**Q:** I have the energy levels of magnesium sulfide at six wave vectors, and a seventh wave vector whose levels are hidden. Can I work out anything about the seventh without a new calculation?

Energy levels of MgS were computed with ABACUS 3.10.1 using PBE, PseudoDojo NC SR 0.4.1 PBE standard pseudopotentials, a 1142.88 eV plane-wave cutoff and a 9×9×9 k mesh, without spin-orbit coupling. The primitive cell has edges of 3.679 Å and angles of 60°, with atoms moved at random by about 0.05 Å. Levels are numbered downwards from the highest filled one, and energies count from the valence top.

| point a (reciprocal cell vector) | point b (reciprocal cell vector) | point c (reciprocal cell vector) | level under 4 (eV) | level under 3 (eV) | level under 2 (eV) | level under 1 (eV) |
| --- | --- | --- | --- | --- | --- | --- |
| 0.0000 | 0.0000 | 0.0000 | -12.665 | -0.014 | -0.001 | 0.000 |
| 0.0000 | 0.3333 | 0.0000 | -11.763 | -3.835 | -0.460 | -0.456 |
| -0.4444 | 0.4444 | 0.0000 | -10.984 | -4.080 | -2.141 | -1.611 |
| 0.2222 | 0.1111 | -0.1111 | -11.943 | -2.745 | -1.198 | -0.532 |
| 0.4444 | 0.0000 | 0.2222 | -11.362 | -3.890 | -1.761 | -1.137 |
| -0.3333 | 0.3333 | 0.3333 | -11.059 | -3.617 | -3.310 | -1.130 |
| -0.3333 | 0.2222 | 0.4444 | ? | ? | ? | ? |

**A:** Yes, if you ask for the right quantities. "Point a", "point b" and "point c" tell you how an electron wave changes from cell to cell: it advances by that fraction of a full turn for each step along the corresponding cell vector. "Level under 1" is the highest filled level, "level under 4" the fourth from the top, and energies count from the valence top. The deep fourth level is mainly sulfur 3s, and the three above it are mainly sulfur 3p.

**Q:** Why should a phase change the energy at all?

**A:** Because neighbouring sulfur orbitals overlap. In the first row all cells are in phase. Two 3s orbitals in phase add up between the atoms and bond, so the level is low; out of phase they cancel there, and it rises. The table agrees: the 3s level is lowest in the first row and 1.68 eV higher in the third. Mixing with the empty 3s orbitals of magnesium works in the same direction, because it lowers the level most when all cells are in phase, and the table can't separate the two effects.

**Q:** The 3p levels seem to do the opposite.

**A:** Their average does. Put two p orbitals in phase along the line that joins the atoms, and the positive lobe of one meets the negative lobe of the next, which is antibonding. The two orbitals standing sideways to that line bond when in phase, but even together they do so more weakly. So the average of the three levels is highest when all cells are in phase.

**Q:** Why the average, and not the top level, which matters for the gap?

**A:** A single 3p level depends on how its orbital is oriented relative to the wave. In the third row the three levels run from −4.08 to −1.61 eV, although the wave vector is the same for all. Their sum doesn't depend on how the orbitals are oriented or mixed among themselves, because it is the trace of a 3×3 matrix. One third of that sum, the 3p centre, therefore needs only the phases between neighbours, just as the 3s level does.

**Q:** How do I count those phases?

**A:** The crystal is rock salt with the magnesium atoms shifted slightly against the sulfur atoms. The sulfur lattice itself is undistorted, so each sulfur has twelve equally near sulfur neighbours, in six opposite pairs. Each pair contributes the cosine of its phase. With $\phi_a$, $\phi_b$, $\phi_c$ equal to $2\pi$ times the three coordinates, the sum is

$$g=\cos\phi_a+\cos\phi_b+\cos\phi_c+\cos(\phi_a-\phi_b)+\cos(\phi_b-\phi_c)+\cos(\phi_a-\phi_c).$$

It equals 6 when all cells are in phase. The simplest model makes both the 3s level and the 3p centre straight lines in $g$, with slopes of opposite sign.

**Q:** That formula assumes a particular choice of cell vectors.

**A:** It assumes the usual primitive cell, and the calculation did use that one: three equal edges of 3.679 Å at angles of 60°. From the levels alone it would be harder to tell. If the second vector were reversed, $g$ would change, and the fits to the known rows disagree: the 3s level prefers the usual cell, the 3p centre the reversed one. Symmetry helps. With the reversed vector the third row would lie on a fourfold axis of ideal rock salt, where two 3p levels must coincide, yet its upper two are 0.53 eV apart.

**Q:** Couldn't the shift of the atoms have separated them?

**A:** It would have to act far more strongly there than elsewhere. In the first row, where ideal rock salt has three equal 3p levels, they spread over only 0.014 eV. The second row lies on a threefold axis with either choice, and its upper two levels are 0.004 eV apart. So the levels, too, point to the usual cell.

**Q:** Then let me try the hidden row.

**A:** Its coordinates are −3/9, 2/9 and 4/9, and the six cosines give

$$g=-0.500+0.174-0.940-0.940+0.174+0.174=-1.858.$$

So on balance the neighbours are out of phase, nearly as much as in the third row. The 3s level should lie near the top of its known range and the 3p centre near the bottom of its own.

**Q:** And in numbers?

**A:** I drew each line by least squares through the six known rows; the hidden row took no part. For the 3p centre this gives

$$-2.099+0.3373\times(-1.858)=-2.73\ \text{eV}.$$

To judge the error, leave out each known row in turn, refit, and see how badly that row is predicted. The typical miss is 0.17 eV for the 3p centre and 0.08 eV for the 3s level.

**Q:** So what is the forecast?

**A:** The 3s level at −11.03 ± 0.08 eV and the 3p centre at −2.73 ± 0.17 eV. The reversed vector would put them at −11.25 and −2.38 eV, so the hidden row will also show what a wrong count of neighbours costs. I make no forecast for single 3p levels or for the empty levels.

The withheld rows as computed:

| point a (reciprocal cell vector) | point b (reciprocal cell vector) | point c (reciprocal cell vector) | level under 4 (eV) | level under 3 (eV) | level under 2 (eV) | level under 1 (eV) |
| --- | --- | --- | --- | --- | --- | --- |
| -0.3333 | 0.2222 | 0.4444 | -10.982 | -3.530 | -2.967 | -2.103 |

**Q:** The 3s level is −10.98 eV. That is a hit.

**A:** It is, 0.04 eV above the forecast and level with the highest known row. The average of the three 3p levels is −2.87 eV, which is 0.14 eV below the forecast. That is inside the error bar, but "near the bottom" was too mild: the centre lies below every known row. The reversed vector misses by 0.26 and 0.48 eV, against typical errors of its own of 0.16 and 0.08 eV, so the wrong neighbours spoil the forecast, even though they fitted the known 3p centres better.

**Q:** Why does the 3p centre miss by more?

**A:** The table doesn't settle that. A miss of this size is ordinary for the 3p line, which already misses the third known row by 0.16 eV. The formula counts only the nearest sulfur neighbours. It leaves out farther ones, and it covers mixing with magnesium orbitals only where that happens to follow the same cosines. Mixing with the empty 3s orbitals of magnesium, for instance, would push 3p levels down. Ideal rock salt forbids it in the first row, which does lie above the fitted line, but allows it in the second, which doesn't lie below. So that mixing alone doesn't explain the pattern.

**Q:** What would I expect in sodium chloride, which has the same structure?

**A:** The same directions, because they follow from the shapes of s and p orbitals on the same lattice. The changes should be smaller, since chlorine holds its electrons more tightly and the chlorine atoms sit farther apart, so they overlap less. What the average can't give you, in either crystal, is the position of the highest filled level at a given point. For that you need to know how each p orbital is oriented relative to the wave, which the average deliberately leaves out.
